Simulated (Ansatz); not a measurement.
`Bc1ccccc1` + `OCCO` → `BOCCO` + `c1ccccc1`  (ligand exchange at a B–C bond)

Calculated with Ansatz (gas phase, PBE0-D4/def2-TZVP geometries, no zero-point term in ΔE). CCSD(T)/CBS is the MP2 limit (def2-TZVPP, def2-QZVPP) plus CCSD(T) − MP2 in def2-TZVPP, frozen cores. This one scheme is used for every species. DFT in def2-TZVPP. One conformer a species, not always the lowest.

Is it downhill or uphill in electronic energy at CCSD(T)/CBS, and by how much? (Best estimate.)

The calculation gave: Downhill: ΔE = -112.4 kJ/mol.

What do these levels give: r2SCAN-D4, ωB97M-V, PBE, MP2/def2-TZVPP, CCSD/def2-TZVPP, CCSD(T)/def2-TZVPP? (Estimate.)

The calculation gave: r2SCAN-D4 -111.3, ωB97M-V -114.0, PBE -110.0, MP2/def2-TZVPP -111.0, CCSD/def2-TZVPP -114.3, CCSD(T)/def2-TZVPP -113.0 kJ/mol.

Largest T1 diagnostic among the species: 0.013.

In def2-TZVPP, CCSD(T) changes the Hartree–Fock value by +5.6 kJ/mol (the triples alone add +1.3 kJ/mol) and MP2 by +7.7 kJ/mol. The D4 term adds +3.4 kJ/mol with B3LYP and +1.9 kJ/mol with PBE0; it sums over pairs of atoms, weighted by their polarisabilities, and B3LYP, whose exchange is more repulsive, gets the larger term.

B3LYP here is the variant with VWN-RPA as its local correlation; programs differ in this.
